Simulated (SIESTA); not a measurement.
HfC:

```xyz
2
Lattice="0.0000 2.3250 2.3250 2.3250 0.0000 2.3250 2.3250 2.3250 0.0000" Properties=species:S:1:pos:R:3 pbc="T T T"
Hf    2.3250    2.3250    2.3250
C     0.0000    0.0000    0.0000
```

Base run:

```yaml
Program: SIESTA 5.4.2
Functional: revPBE
Potentials_or_basis: PseudoDojo 0.4 standard (PBE files)
Basis: DZP (energy shift 0.003 Ry; two zetas on semicore shells)
Grid_cutoff: 800 Ry
Energy_shift: 0.003 Ry
k_mesh: 10 × 10 × 10
Occupations: fermi-dirac, width 0.05 eV
Spin: no spin polarisation
```

Its results: band gap on the k mesh none (metal or under the smearing width); pressure 5.7 GPa.

Q: After a change of settings the same cell gave: band gap on the k mesh none (metal or under the smearing width); pressure 3.3 GPa. Which change was it?
A. functional from revPBE to PBE; hubbard terms from none to Hf d U = 6 eV
B. functional from revPBE to PBEsol; potentials or basis from PseudoDojo 0.4 standard (PBE files) to PseudoDojo 0.4 standard (PBEsol files)
C. functional from revPBE to WC; potentials or basis from PseudoDojo 0.4 standard (PBE files) to PseudoDojo 0.4 standard (PBEsol files)
D. functional from revPBE to PBE

A: D.

PBE binds more tightly than revPBE, so the same cell stands under less pressure.

Caveats: short orbitals over semicore shells can move pressures by several GPa; the basis of atomic orbitals isn't converged, which shifts pressures, moduli and gaps; the potentials were made for another functional, which shifts forces and pressure (some runs); spin-orbit coupling is left out, which moves the levels of the heavy elements (some runs).
